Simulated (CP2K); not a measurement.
The system is Cd.

```
CELL_PARAMETERS angstrom
3.09054 0.00000 0.00000
-1.03018 2.91379 0.00000
-1.03018 -1.45689 2.52341
ATOMIC_POSITIONS crystal
Cd 0.00000 0.00000 0.00000
```

This isn't the form of Cd at room conditions, which is hcp.

Base run:

* Program: CP2K 2026.2
* Functional: vdW-DF2
* Potentials or basis: POTENTIAL_UZH Cd GTH-PBE-q12; TZVP-MOLOPT-PBE-GTH basis
* Density cutoff: 9184 eV
* k mesh: 10 × 10 × 10
* Occupations: fermi-dirac, width 0.05 eV
* Spin: no spin polarisation

Its results: band gap on the k mesh none (metal or under the smearing width); pressure 9.9 GPa.

The run is repeated on the same cell with these changes: functional from vdW-DF2 to OLYP. What comes out?

Band gap on the k mesh none (metal or under the smearing width); pressure 2.2 GPa.

Caveats: the potentials were made for another functional, which shifts forces and pressure; the basis of atomic orbitals isn't converged, which shifts pressures, moduli and gaps.
